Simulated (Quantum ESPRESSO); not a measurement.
Set up this calculation in Quantum ESPRESSO 7.5, as the native input.

```
Task                : single point
Functional          : PBE
Potentials or basis : SSSP 1.3 efficiency PBE
Cutoff              : 816 eV
Density cutoff      : 5987 eV
k mesh              : 5 × 6 × 5
Occupations         : fermi-dirac, width 0.05 eV
Spin                : no spin polarisation
Mixing beta         : 0.5
Most SCF iterations : 120
SCF threshold       : 2.4e-09 Ry
```

Crystal: HfO2.

```
CELL_PARAMETERS angstrom
5.21946 0.00000 0.00000
0.00000 5.00476 0.00000
0.00000 0.00000 5.03269
ATOMIC_POSITIONS crystal
Hf 0.96699 0.73252 0.74144
Hf 0.53301 0.73252 0.24144
Hf 0.46699 0.26748 0.74144
Hf 0.03301 0.26748 0.24144
O 0.63213 0.92865 0.87927
O 0.86787 0.92865 0.37927
O 0.23395 0.53988 0.49229
O 0.26605 0.53988 0.99229
O 0.76605 0.46012 0.99229
O 0.73395 0.46012 0.49229
O 0.13213 0.07135 0.87927
O 0.36787 0.07135 0.37927
```

Measurements of this composition are mostly on another form, of space group No. 14.

The input as run:

pw.in

```
&CONTROL
  calculation = 'scf'
  prefix = 'pwscf'
  outdir = './tmp'
  pseudo_dir = './pseudo'
  tprnfor = .true.
  tstress = .true.
  disk_io = 'nowf'
/
&SYSTEM
  ibrav = 0
  nat = 12
  ntyp = 2
  ecutwfc = 60
  ecutrho = 440
  nbnd = 62
  occupations = 'smearing'
  smearing = 'fd'
  degauss = 0.00367493
/
&ELECTRONS
  conv_thr = 2.4d-09
  electron_maxstep = 120
  mixing_beta = 0.5
/
ATOMIC_SPECIES
Hf   178.4900 Hf-sp.oncvpsp.upf
O     15.9990 O.pbe-n-kjpaw_psl.0.1.UPF
CELL_PARAMETERS angstrom
   5.2194633600    0.0000000000    0.0000000000
   0.0000000000    5.0047636900    0.0000000000
   0.0000000000    0.0000000000    5.0326850500
ATOMIC_POSITIONS crystal
Hf     0.9669940000    0.7325208200    0.7414403500
Hf     0.5330060000    0.7325208200    0.2414403500
Hf     0.4669940000    0.2674791800    0.7414403500
Hf     0.0330060000    0.2674791800    0.2414403500
O      0.6321274500    0.9286454000    0.8792672600
O      0.8678725500    0.9286454000    0.3792672600
O      0.2339485200    0.5398830500    0.4922923900
O      0.2660514800    0.5398830500    0.9922923900
O      0.7660514800    0.4601169500    0.9922923900
O      0.7339485200    0.4601169500    0.4922923900
O      0.1321274500    0.0713546000    0.8792672600
O      0.3678725500    0.0713546000    0.3792672600
K_POINTS automatic
5 6 5 0 0 0
```

Potentials or basis: SSSP 1.3 efficiency PBE.

Run with:

```console
$ OMP_NUM_THREADS=1 mpirun -n 2 pw.x -nk 2 -in pw.in > pw.out
```

Results of the run:

| Item | Value |
| --- | --- |
| Pressure | 7.6 GPa |
| Largest force | 0.085 eV/Å |
| Band gap on the k mesh | 4.48 eV, indirect (least direct gap 4.68 eV) |

Caveat: spin-orbit coupling is left out, which moves the levels of the heavy elements; an odd mesh through Γ misses points on the zone boundary, where band edges often lie.

It took 4 min on 2 MPI ranks on Arm Neoverse V1, with other jobs on the host, peak memory 0.74 GiB a rank.
